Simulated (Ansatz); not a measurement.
The system is Rb.

```
Rb
1.0
    -2.80250    2.80250    2.80250
     2.80250   -2.80250    2.80250
     2.80250    2.80250   -2.80250
Rb
1
Direct
  0.00000 0.00000 0.00000
```

- Program: Ansatz 0.2.0
- Task: relaxation of cell and atoms
- Functional: revPBE
- Potentials or basis: Ansatz PAW
- Cutoff: 420 eV (not typed: the program's choice for these potentials)
- k mesh: 7 × 7 × 7
- Occupations: fermi-dirac, width 0.05 eV
- Spin: no spin polarisation

At the start: volume 88.04 Å³/atom.

Task: How do energy, volume and symmetry change on relaxing?

Result: It ends after 5 steps and the volume is 98.83 Å³/atom (+12.2 %); space group Im-3m (No. 229, to 0.05 Å).

Step by step:
```csv
step,energy change (eV),largest force (eV/Å),volume (Å³)
1,0.0000,0.0000,88.04
2,-0.0020,0.0000,89.02
3,-0.0107,0.0000,97.57
4,-0.0108,0.0000,98.83
5,-0.0109,0.0000,98.83
```

Final structure:
```xyz
1
Lattice="-2.9125 2.9125 2.9125 2.9125 -2.9125 2.9125 2.9125 2.9125 -2.9125" Properties=species:S:1:pos:R:3 pbc="T T T"
Rb    0.0000    0.0000    0.0000
```

Caveat: the plane-wave basis is chosen anew once the cell has moved, so the energies of steps on either side of that aren't comparable; the PAW data sets come from PBE, with cores solved anew for the run's functional, which leaves a small shift of forces and pressure.
